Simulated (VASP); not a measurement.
Runs of VASP 6.6.1 on Fe. It takes space group Fd-3m (No. 227, cubic). Conventional cell: a = 4.943 Å, b = 4.943 Å, c = 4.943 Å, α = 90.00°, β = 90.00°, γ = 90.00°. Fe (site symmetry -43m) has 4 Fe at 2.14 Å as nearest neighbours. The cell was built by a generator and needn't be a form met in nature.

```csv
task,cell,k mesh,cutoff (eV),gap on the mesh (eV),pressure (GPa)
single point,"Fd-3m, 15.1 Å³/atom",11 × 11 × 11,520,none,-0.9
single point,"Fd-3m, 15.1 Å³/atom",18 × 18 × 18,520,none,(a)
single point,"Fd-3m, 16.31 Å³/atom",12 × 12 × 12,520,none,-9.3
relaxation of cell and atoms,relaxed,11 × 11 × 11,600,none,-0.1
```

Alike in all rows: level BLYP; potentials or basis VASP PAW PBE potentials, release 64 (Fe); no spin polarisation; smearing fermi-dirac 0.1 eV.

Question: Estimate the missing entries.

Answer: (a) -0.8.

Caveats: the PAW data sets were made with another functional, which shifts forces and pressure a little; the run has no spin polarisation, though such a crystal can be magnetic.

A gap of «none» marks a metal or a gap under the smearing width.
